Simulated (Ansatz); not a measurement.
**Li2O (anti-fluorite), frozen-phonon scan**

Starting cell, Li$_{2}$O (anti-fluorite):

```xyz
6
Lattice="0.0000 4.6261 4.6261 2.3131 0.0000 2.3131 2.3131 2.3131 0.0000" Properties=species:S:1:pos:R:3 pbc="T T T"
O      0.0000     0.0000     0.0000
O      2.3131     2.3131     4.6261
Li     1.1565     1.1565     1.1565
Li     1.1565     3.4696     3.4696
Li     3.4696     3.4696     3.4696
Li     3.4696     5.7827     5.7827
```

The atoms are displaced by Q × the pattern below (from a DFPT mode at L = (0.5, 0.0, 0.0), largest move 1; Q in Å), at fixed cell. It is one choice among 2 degenerate patterns. (q is in reciprocal vectors of the primitive cell; the cell shown is doubled to hold the pattern.)

```json
[
 {"atom": "Li3", "x": "0.285", "y": "-0.520", "z": "0.805"},
 {"atom": "Li4", "x": "-0.285", "y": "0.520", "z": "-0.805"},
 {"atom": "Li5", "x": "0.285", "y": "-0.520", "z": "0.805"},
 {"atom": "Li6", "x": "-0.285", "y": "0.520", "z": "-0.805"}
]
```

Atoms not listed stay in place.

These are PBE (plane waves to 420 eV, PAW, scalar-relativistic; Ansatz, a program for electronic structure) values and carry that method's errors. k mesh 6×12×12 (Γ-centred), Fermi-Dirac smearing 0.05 eV. E stands for the smeared free energy. Compression counts positive. Li2O was relaxed with its symmetry unable to fall. The zero of ΔE is the undisplaced structure.

| Q (Å) | ΔE (eV/cell) | P (GPa) | −dE/dQ from forces (eV/Å) |
|---|---|---|---|
| -0.180 | 0.324 | 2.00 | 3.646 |
| -0.150 | 0.224 | 1.38 | 3.016 |
| -0.120 | 0.143 | 0.88 | 2.398 |
| -0.090 | 0.080 | 0.49 | 1.790 |
| -0.060 | 0.036 | 0.22 | 1.190 |
| -0.030 | 0.009 | 0.05 | 0.594 |
| 0.000 | 0.000 | 0.00 | 0.000 |
| 0.030 | 0.009 | 0.05 | -0.594 |
| 0.060 | 0.036 | 0.22 | -1.190 |
| 0.090 | 0.080 | 0.49 | -1.790 |
| 0.120 | 0.143 | 0.88 | -2.398 |
| 0.150 | 0.224 | 1.38 | -3.016 |
| 0.180 | 0.324 | 2.00 | -3.646 |

Derived quantities:

- Energy at Q = 0.180 Å: 324 meV/cell
- Space group of the distorted cell: P-1 (No. 2), lowered from Fm-3m
- Symmetry of the curve: even: the same for both signs
- Shape of the curve: a single well with its minimum at or next to zero displacement
- Harmonic wavenumber from the curvature (finite differences): 440 cm⁻¹
- Wavenumber by perturbation theory (DFPT, on another k mesh): 440 cm⁻¹

(A displaced cell: forces are minus the slopes of the energy, force constants its curvatures, and phonons follow from these.)
